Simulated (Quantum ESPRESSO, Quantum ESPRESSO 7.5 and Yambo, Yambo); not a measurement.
# NaCl (Fm-3m): G0W0 on several meshes in Yambo

Wanted: mesh dependence and cost of G0W0 for NaCl (Fm-3m).

Method: PBE and many-body steps on it, plane waves, in Quantum ESPRESSO 7.5 and Yambo 5.3.0.

The database entry behind the starting cell differs from later determinations by our own check (an axis about 0.4 % short against later determinations), so it need not match the best structure at ambient conditions.

**1. The starting structure**

The structure is cubic, space group Fm-3m (No. 225). Conventional cell: a = 5.620 Å, b = 5.620 Å, c = 5.620 Å, α = 90.00°, β = 90.00°, γ = 90.00°. Nearest to Na lie 6 Cl at 2.81 Å. Nearest to Cl lie 6 Na at 2.81 Å. Farther neighbours and most contacts between anions are not listed.

The cell and positions come from the Crystallography Open Database and are kept as given unless a step says otherwise.

**2. Empty states on the mesh, 4×4×4 mesh, 531 bands**

This step: Quantum ESPRESSO 7.5; DFT, PBE, plane waves, norm-conserving pseudopotentials.

The sums over transitions need many empty states on a uniform mesh; this step solves for them.

File pw.in:

```
&control
  calculation = 'nscf'
  prefix = 'x'
  outdir = 'o'
  pseudo_dir = 'pseudo'
/
&system
  ibrav = 0
  nat = 2
  ntyp = 2
  ecutwfc = 76.0
  nbnd = 531
  force_symmorphic = .true.
/
&electrons
  conv_thr = 1e-9
  electron_maxstep = 80
  diago_full_acc = .true.
  diago_thr_init = 5e-6
/
ATOMIC_SPECIES
  Na 22.99 Na.upf
  Cl 35.45 Cl.upf
CELL_PARAMETERS angstrom
  0.0000000000 2.8100000000 2.8100000000
  2.8100000000 0.0000000000 2.8100000000
  2.8100000000 2.8100000000 0.0000000000
ATOMIC_POSITIONS crystal
  Na 0.0000000000 0.0000000000 0.0000000000
  Cl 0.5000000000 0.5000000000 0.5000000000
K_POINTS automatic
  4 4 4 0 0 0
```

The run is started by

```
OMP_NUM_THREADS=1 mpirun -n 4 pw.x -nk 4 -in pw.in > pw.out
```

Log:

```text
Program PWSCF v.7.5 starts

     This program is part of the open-source Quantum ESPRESSO suite
     for quantum simulation of materials; please cite
         "P. Giannozzi et al., J. Phys.:Condens. Matter 21 395502 (2009);
         "P. Giannozzi et al., J. Phys.:Condens. Matter 29 465901 (2017);
         "P. Giannozzi et al., J. Chem. Phys. 152 154105 (2020);
     in publications or presentations arising from this work. More details at

     Atomic positions and unit cell read from directory:
     o/x.save/

     Message from routine setup:
[...]
k =-0.3536-0.3536 0.3536 (  3354 PWs)   bands (ev):

[...]
69.5175  71.8813  73.2719  73.9650  73.9650  77.1529  77.1529  77.3871
     [... 55 further rows ...]
   292.0612 292.6673 292.8454 293.1549 293.1549 293.3385 293.3385 293.4584
   293.4584 293.7812 293.7812

          k = 0.3536 0.0000 0.0000 (  3359 PWs)   bands (ev):

     [... further k-points ...]

     highest occupied, lowest unoccupied level (ev):     1.1413    6.2911

     XML data file, pseudopotentials, collected wavefunctions

=------------------------------------------------------------------------------=
   JOB DONE.
=------------------------------------------------------------------------------=
```

Elapsed: 62 s, on 4 MPI ranks of Arm Neoverse V2, shared host; peak memory 0.95 GiB; 4.1 min of CPU time.

This step gave:

```
gap                                                           : 5.150 eV
k of the valence top                                          : 0, 0, 0
k of the conduction bottom                                    : 0, 0, 0
least direct gap                                              : 5.150 eV
k points computed                                             : 8
lowest point of the top converged band, above the valence top : 279.9115 eV
```

On this mesh the gap is 5.150 eV.

The density comes from a self-consistent run that is not shown.

**3. Conversion and set-up**

This step: Yambo 5.3.0; conversion and set-up on PBE, plane waves, norm-conserving pseudopotentials.

The states are converted to the many-body program's format and the q mesh is built.

The run is started by

```
(cd o/x.save; p2y > p2y.log; mv SAVE ../..); yambo > setup.log
```

Log:

```text
 Yambo, version 5.3.0

 [02] CORE Variables Setup
 =========================

  [02.01] Unit cells
  ==================

  Cell kind             :  FCC
  Atoms in the cell     :  Na  Cl
  number of Na atoms    :  1
  number of Cl atoms    :  1

  List of atomic masses
  Mass of Na    :  22.99000
  Mass of Cl    :  35.45000

  List of atomic coordinates    : [cc]
  Na1       :  0.000000  0.000000  0.000000  order 1
  Cl1       :  5.310130  5.310130  5.310130  order 2

  Alat factors          :  5.310130  5.310130  5.310130 [a.u.]
  Direct lattice volume :  299.4646 [a.u.]
[...]
==========================================

 IBZ Q-points                                      :   8
 BZ  Q-points                                      :   64

 K/Q-points units:
 rlu = crystal or reduced units; cc = cartesian coordinates; iku = interal k-units

 Q [1]          [rlu]:  0.000000  0.000000  0.000000
 Q [2]          [rlu]:  0.30764E-17  0.30764E-17  0.25000
 Q [3]          [rlu]: -0.61529E-17 -0.61529E-17 -0.50000
[...]
Q [7]          [rlu]: -0.31603E-17 -0.50000     -0.50000
 Q [8]          [rlu]:  0.250000 -0.500000 -0.250000

  [03.01] X indexes
  =================

   [03.01.01] Sigma indexes
   ========================

 [06] Game Over & Game summary
```

It took 2.1 s on 1 MPI rank; peak memory 0.24 GiB.

**4. 4×4×4**

G0W0 replaces the xc potential by the self-energy, built once from these orbitals. Only a window of levels is corrected, while the sums run over the empty bands that the input names.

This step: G0W0 on PBE, plane waves, norm-conserving pseudopotentials.

File gw2.in:

```
HF_and_locXC
gw0
dyson
ppa
em1d
rim_cut
RandQpts= 1000000
RandGvec= 1 RL
EXXRLvcs= 76 Ry
VXCRLvcs= 304 Ry
Chimod= "HARTREE"
% BndsRnXp
 1 | 221 |
%
NGsBlkXp= 17 Ry
% LongDrXp
 1 | 1 | 1 |
%
% GbndRnge
 1 | 221 |
%
DysSolver= "n"
ExtendOut
PPAPntXp= 27.21138 eV
% QPkrange
 1 | 1 | 7 | 10 |
%
```

The run is started by

```
OMP_NUM_THREADS=1 mpirun -n 4 yambo -F gw2.in -J gw2 -C gw2 > gw2.log
```

Log:

```text
 Yambo, version 5.3.0

 [02] CORE Variables Setup
 =========================

  [... cell, symmetries and grids as in the set-up ...]

  [02.05] Energies & Occupations
  ==============================

  [X] === General ===
  [X] Electronic Temperature                        :  0.000000  0.000000 [eV K]
  [X] Bosonic    Temperature                        :  0.000000  0.000000 [eV K]
  [X] Finite Temperature mode                       : no
  [X] El. density                                   :  0.36055E+24 [cm-3]
  [X] Fermi Level                                   :  1.141321 [eV]

  [X] === Gaps and Widths ===
  [X] Conduction Band Min                           :  5.149762 [eV]
  [X] Valence Band Max                              :  0.000000 [eV]
  [X] Filled Bands                                  :   8
  [X] Empty Bands                                   :     9   531
  [X] Direct Gap                                    :  5.149762 [eV]
  [X] Direct Gap localized at k                     :  1
  [X] Indirect Gap                                  :  5.149762 [eV]
  [X] Indirect Gap between kpts                     :  1  1
  [X] Last valence band width                       :  0.763888 [eV]
  [X] 1st conduction band width                     :  3.695208 [eV]

 [03] Transferred momenta grid and indexing
 ==========================================

 IBZ Q-points                                      :   8
 BZ  Q-points                                      :   64

 K/Q-points units:
 rlu = crystal or reduced units; cc = cartesian coordinates; iku = interal k-units

 Q [1]          [rlu]:  0.000000  0.000000  0.000000
 Q [2]          [rlu]:  0.30764E-17  0.30764E-17  0.25000
 Q [3]          [rlu]: -0.61529E-17 -0.61529E-17 -0.50000
 Q [4]          [rlu]:  0.15802E-17  0.25000      0.25000
 Q [5]          [rlu]: -0.19398E-16  0.25000      0.50000
 Q [6]          [rlu]: -0.61529E-17  0.25000     -0.25000
 Q [7]          [rlu]: -0.31603E-17 -0.50000     -0.50000
 Q [8]          [rlu]:  0.250000 -0.500000 -0.250000

 [04] Coloumb potential Random Integration (RIM)
 ===============================================

  [04.01] RIM initialization
  ==========================

  * Diagonal components only detected *

  8 x (sBL volume)        :  0.103539 [a.u.]
  sBZ random points       :  1000000
  Points outside the sBZ  :   7968281
  RL volume               :  0.828312 [a.u.]
  Integrated volume       :  0.831609 [a.u.]

  [04.02] RIM integrals
  =====================

  Gamma point sphere radius             :  0.085176 [a.u.]
  Points outside the sphere             :   800476
  [Int_sBZ(q=0) 1/q^2]*(Vol_sBZ)^(-1/3) =:  7.776341
                                 should be <:  7.795600

  Summary of Coulomb integrals for non-metallic bands |Q|[au] RIM/Bare

  Q [1] 0.100000E-4 0.997530 * Q [2] 0.256180 1.067779
  Q [4] 0.295811 1.067204 * Q [6] 0.418340 1.030488
  Q [5] 0.490547 1.022568 * Q [3] 0.512360 1.021209
  Q [7] 0.591623 1.017560 * Q [8] 0.661454 1.014308

 [WARNING] [Xp] User bands 1-221 break level degeneracy

 [05] Dipoles
 ============

  [05.01] Setup: observables and procedures
  =========================================

 [06] Dynamic Dielectric Matrix (PPA)
 ====================================

 [WR./gw2//ndb.pp]---------------------------------------------------------------
  Brillouin Zone Q/K grids (IBZ/BZ)                :    8   64    8   64
  RL vectors                                       :   4111 [WF]
  Coulomb cutoff potential                         : none
  Electronic Temperature                           :  0.000000 [K]
  Bosonic    Temperature                           :  0.000000 [K]
  PPA    diel. fun.  energies                      : Perdew, Burke & Ernzerhof(X)+Perdew, Burke & Ernzerhof(C)
  wavefunctions                                    : Perdew, Burke & Ernzerhof(X)+Perdew, Burke & Ernzerhof(C)
  Global Gauge                                     : length
  X matrix size                                    :   387
  X band range                                     :    1  221
  X e/h energy range                               : -1.000000 -1.000000 [eV]
  X Time ordering                                  : R
  X Hxc Kernel                                     : HARTREE
  X Drude frequency                                :  0.000000  0.000000
  X poles                                          :  100.0000 [o/o]
  RL vectors in the sum                            :   4111
  [r,Vnl] included                                 : yes
  Field direction                                  :  0.577350E-5  0.577350E-5  0.577350E-5
  BZ energy Double Grid                            : no
  BZ energy DbGd points                            : 0
  BZ Q point size factor                           : -1.000000
  X Optical Averaged directions                    : none

 [07] Local Exchange-Correlation + Non-Local Fock
 ================================================

 [VXC] Plane waves :  26813
 [EXS] Plane waves :   3479

 QP @ state[ 1 ] K range:  1  1
 QP @ state[ 1 ] b range:   7  10

 [xc] Functional : Perdew, Burke & Ernzerhof(X)+Perdew, Burke & Ernzerhof(C)
 [xc] LIBXC used to calculate xc functional
  PP Number of Atomic Species                      :  2
  NLCC RL compoments                               :  26813
  PP Number of Atomic Species                      :  2
  NLCC RL compoments                               :  26813

 [xc] E_xc :  -9.855421 [Ha]
      E_xc :  -19.71084 [Ry]

  Local XC kind (lXC) : Perdew, Burke & Ernzerhof(X)+Perdew, Burke & Ernzerhof(C)
  Non-Local XC kind (nlXC) : Hartree-Fock

  Corrections @ K [1] :  [eV]
 <7|nlXC|7> = -18.89297  0.19451E-17 <7|lXC|7> = -14.49345  0.18880E-15
 <8|nlXC|8> = -18.89292 -0.29963E-17 <8|lXC|8> = -14.49345  0.18881E-15
 <9|nlXC|9> = -4.202671 -0.13826E-17 <9|lXC|9> = -8.177508 -0.50537E-19
 <10|nlXC|10> = -3.620018  0.15463E-18 <10|lXC|10> = -8.376304 -0.18328E-22

 [08] Dyson equation: Newton solver
 ==================================

  [08.01] G0W0 (W PPA)
  ====================

  [  GW  ] Bands range     :    1  221
  [GW/PPA] G damping       :  0.100000 [eV]

  QP @ state[ 1 ] K range:  1  1
  QP @ state[ 1 ] b range:   7  10

   Sc/G bands                                       :    1  221
   Sc/G damping                                     :  0.100000 ev
   Sc bands terminator                              : no
   Sx RL components                                 :   3479

   QP @ state[ 1 ] K range                          :  1  1
   QP @ state[ 1 ] b range                          :   7  10
   GF energies kind                                 : Perdew, Burke & Ernzerhof(X)+Perdew, Burke & Ernzerhof(C)
   GF WF`s kind                                     : Perdew, Burke & Ernzerhof(X)+Perdew, Burke & Ernzerhof(C)
   Xs energies kind                                 : Perdew, Burke & Ernzerhof(X)+Perdew, Burke & Ernzerhof(C)
   Xs WF`s kind                                     : Perdew, Burke & Ernzerhof(X)+Perdew, Burke & Ernzerhof(C)

 [11] Game Over & Game summary
```

It took 2.1 min on 4 MPI ranks; peak memory 1.9 GiB; 8.5 min of CPU time.

This step gave:

- G0W0 gap on the points computed: 8.148 eV
- starting gap on the mesh: 5.150 eV
- k of the valence top: 0, 0, 0
- k of the conduction bottom: 0, 0, 0
- least direct G0W0 gap on the computed points: 8.148 eV
- Z at the valence top: 0.8140
- Z at the conduction bottom: 0.8673

The gap on the mesh goes from 5.15 eV to 8.15 eV, a correction of +3.00 eV.

**5. Empty states on the mesh, 2×2×2 mesh, 221 bands**

This step: Quantum ESPRESSO 7.5; DFT, PBE, plane waves, norm-conserving pseudopotentials.

pw.in, as its differences from that of step 2:

```diff
@@ -11,3 +11,3 @@
   ecutwfc = 76.0
-  nbnd = 531
+  nbnd = 221
   force_symmorphic = .true.
@@ -31,2 +31,2 @@
 K_POINTS automatic
-  4 4 4 0 0 0
+  2 2 2 0 0 0
```

The run is started by

```
OMP_NUM_THREADS=1 mpirun -n 4 pw.x -nk 4 -in pw.in > pw.out
```

Log:

```text
[banner, memory and clock lines left out]
Program PWSCF v.7.5 starts

     Atomic positions and unit cell read from directory:
     o/x.save/

     Message from routine setup:
     using ibrav=0 with symmetry is DISCOURAGED, use correct ibrav instead

     Message from routine divide_et_impera:
     suboptimal parallelization: some nodes have no k-points

     G-vector sticks info

     bravais-lattice index     =            0
     lattice parameter (alat)  =       7.5097  a.u.
     unit-cell volume          =     299.4646 (a.u.)^3
     number of atoms/cell      =            2
[...]
162.5610 163.0359 163.0359 163.0359 163.1719

          k =-0.3536-0.3536 0.3536 (  3354 PWs)   bands (ev):

[...]
[... 16 further rows ...]
[...]
159.9123 159.9123 160.2942 160.9217 161.5486

          k =-0.7071 0.0000 0.0000 (  3338 PWs)   bands (ev):

[...]
73.5413  74.3820  74.5548  74.5548  75.5931  75.9152  77.0276  77.6332
     [... 16 further rows ...]
   154.1913 154.1913 155.0659 155.5547 155.6340 155.6340 155.9086 156.0030
   156.0030 156.0243 156.6400 157.6031 157.6031

     highest occupied, lowest unoccupied level (ev):     1.1413    6.2911

     XML data file, pseudopotentials, collected wavefunctions
```

Wall time 7.2 s (4 MPI ranks); peak memory 0.39 GiB; 28 s of CPU time.

This step gave:

```
gap                                                           : 5.150 eV
k of the valence top                                          : 0, 0, 0
k of the conduction bottom                                    : 0, 0, 0
least direct gap                                              : 5.150 eV
k points computed                                             : 3
lowest point of the top converged band, above the valence top : 156.4618 eV
```

On this mesh the gap is 5.150 eV.

**6. Conversion and set-up**

This step: Yambo 5.3.0; conversion and set-up on PBE, plane waves, norm-conserving pseudopotentials.

The run is started by

```
(cd o/x.save; p2y > p2y.log; mv SAVE ../..); yambo > setup.log
```

Log:

```text
 Yambo, version 5.3.0

 [02] CORE Variables Setup
 =========================

  [02.01] Unit cells
  ==================

  Cell kind             :  FCC
  Atoms in the cell     :  Na  Cl
  number of Na atoms    :  1
  number of Cl atoms    :  1

  List of atomic masses
  Mass of Na    :  22.99000
  Mass of Cl    :  35.45000

  List of atomic coordinates    : [cc]
  Na1       :  0.000000  0.000000  0.000000  order 1
  Cl1       :  5.310130  5.310130  5.310130  order 2

  Alat factors          :  5.310130  5.310130  5.310130 [a.u.]
  Direct lattice volume :  299.4646 [a.u.]
[...]
0.000000  0.000000  0.000000  0.000000  0.000000  0.000000  0.000000  0.000000

 [03] Transferred momenta grid and indexing
 ==========================================

 IBZ Q-points                                      :  3
 BZ  Q-points                                      :   8

 K/Q-points units:
 rlu = crystal or reduced units; cc = cartesian coordinates; iku = interal k-units

 Q [1]          [rlu]:  0.000000  0.000000  0.000000
 Q [2]          [rlu]: -0.61529E-17 -0.61529E-17 -0.50000
 Q [3]          [rlu]: -0.31603E-17 -0.50000     -0.50000

  [03.01] X indexes
  =================

   [03.01.01] Sigma indexes
   ========================

 [06] Game Over & Game summary
```

Elapsed: 1.9 s, on 1 MPI rank; peak memory 0.24 GiB.

**7. 2×2×2**

This step: G0W0 on PBE, plane waves, norm-conserving pseudopotentials.

File gw11.in:

```
HF_and_locXC
gw0
dyson
ppa
em1d
rim_cut
RandQpts= 1000000
RandGvec= 1 RL
EXXRLvcs= 76 Ry
VXCRLvcs= 304 Ry
Chimod= "HARTREE"
% BndsRnXp
 1 | 221 |
%
NGsBlkXp= 17 Ry
% LongDrXp
 1 | 1 | 1 |
%
% GbndRnge
 1 | 221 |
%
DysSolver= "n"
ExtendOut
PPAPntXp= 27.21138 eV
% QPkrange
 1 | 1 | 7 | 10 |
%
```

The run is started by

```
OMP_NUM_THREADS=1 mpirun -n 4 yambo -F gw11.in -J gw11 -C gw11 > gw11.log
```

Log:

```text
 Yambo, version 5.3.0

 [02] CORE Variables Setup
 =========================

  [... cell, symmetries and grids as in the set-up ...]

  [02.05] Energies & Occupations
  ==============================

  [X] === General ===
  [X] Electronic Temperature                        :  0.000000  0.000000 [eV K]
  [X] Bosonic    Temperature                        :  0.000000  0.000000 [eV K]
  [X] Finite Temperature mode                       : no
  [X] El. density                                   :  0.36055E+24 [cm-3]
  [X] Fermi Level                                   :  1.141321 [eV]

  [X] === Gaps and Widths ===
  [X] Conduction Band Min                           :  5.149762 [eV]
  [X] Valence Band Max                              :  0.000000 [eV]
  [X] Filled Bands                                  :   8
  [X] Empty Bands                                   :    9  221
  [X] Direct Gap                                    :  5.149762 [eV]
  [X] Direct Gap localized at k                     :  1
  [X] Indirect Gap                                  :  5.149762 [eV]
  [X] Indirect Gap between kpts                     :  1  1
  [X] Last valence band width                       :  0.605297 [eV]
  [X] 1st conduction band width                     :  2.398853 [eV]

 [03] Transferred momenta grid and indexing
 ==========================================

 IBZ Q-points                                      :  3
 BZ  Q-points                                      :   8

 K/Q-points units:
 rlu = crystal or reduced units; cc = cartesian coordinates; iku = interal k-units

 Q [1]          [rlu]:  0.000000  0.000000  0.000000
 Q [2]          [rlu]: -0.61529E-17 -0.61529E-17 -0.50000
 Q [3]          [rlu]: -0.31603E-17 -0.50000     -0.50000

 [04] Coloumb potential Random Integration (RIM)
[...]
================================================

 [VXC] Plane waves :  26813
 [EXS] Plane waves :   3479

 QP @ state[ 1 ] K range:  1  1
 QP @ state[ 1 ] b range:   7  10

 [xc] Functional : Perdew, Burke & Ernzerhof(X)+Perdew, Burke & Ernzerhof(C)
 [xc] LIBXC used to calculate xc functional
  PP Number of Atomic Species                      :  2
  NLCC RL compoments                               :  26813
  PP Number of Atomic Species                      :  2
  NLCC RL compoments                               :  26813

 [xc] E_xc :  -9.878656 [Ha]
      E_xc :  -19.75731 [Ry]

  Local XC kind (lXC) : Perdew, Burke & Ernzerhof(X)+Perdew, Burke & Ernzerhof(C)
  Non-Local XC kind (nlXC) : Hartree-Fock

  Corrections @ K [1] :  [eV]
 <7|nlXC|7> = -18.77807  0.19088E-16 <7|lXC|7> = -14.53063 -0.14161E-15
 <8|nlXC|8> = -18.77807  0.45213E-17 <8|lXC|8> = -14.53063  0.000000
 <9|nlXC|9> = -3.775491 -0.78645E-18 <9|lXC|9> = -8.072416  0.94408E-16
 <10|nlXC|10> = -3.471111 -0.13947E-17 <10|lXC|10> = -8.307851  0.47204E-16

 [08] Dyson equation: Newton solver
 ==================================

  [08.01] G0W0 (W PPA)
  ====================

  [  GW  ] Bands range     :    1  221
  [GW/PPA] G damping       :  0.100000 [eV]

  QP @ state[ 1 ] K range:  1  1
  QP @ state[ 1 ] b range:   7  10

   Sc/G bands                                       :    1  221
   Sc/G damping                                     :  0.100000 ev
   Sc bands terminator                              : no
   Sx RL components                                 :   3479

   QP @ state[ 1 ] K range                          :  1  1
   QP @ state[ 1 ] b range                          :   7  10
   GF energies kind                                 : Perdew, Burke & Ernzerhof(X)+Perdew, Burke & Ernzerhof(C)
   GF WF`s kind                                     : Perdew, Burke & Ernzerhof(X)+Perdew, Burke & Ernzerhof(C)
   Xs energies kind                                 : Perdew, Burke & Ernzerhof(X)+Perdew, Burke & Ernzerhof(C)
   Xs WF`s kind                                     : Perdew, Burke & Ernzerhof(X)+Perdew, Burke & Ernzerhof(C)

 [11] Game Over & Game summary
```

It took 13 s on 4 MPI ranks; peak memory 1.5 GiB; 48 s of CPU time.

Numbers from this step:

| Property | Result |
| --- | --- |
| G0W0 gap on the points computed | 7.973 eV |
| starting gap on the mesh | 5.150 eV |
| k of the valence top | 0, 0, 0 |
| k of the conduction bottom | 0, 0, 0 |
| least direct G0W0 gap on the computed points | 7.973 eV |
| Z at the valence top | 0.8132 |
| Z at the conduction bottom | 0.8596 |

Against G0W0 in Yambo (4×4×4 mesh, 221 bands, screening to 231.3 eV, Godby-Needs plasmon pole), the gap moves by −0.175 eV.

(Continued in part 2 of 2.)

[Paths, hosts, dates, memory and timing lines, banners, echoed tables and standing remarks are left out of the program output.]

[Logs are printed without paths, hosts, clocks, repeated set-up lines and the standing remarks that a program may print on its own settings, such as how far it seeks lower states.]

[Runs of the session that timed out or met a known fault of the program may be left out.]

[Hosts, paths, dates, database ids (printed as entryN), source tags and the programs' standing remarks are cut or masked in the printed files.]
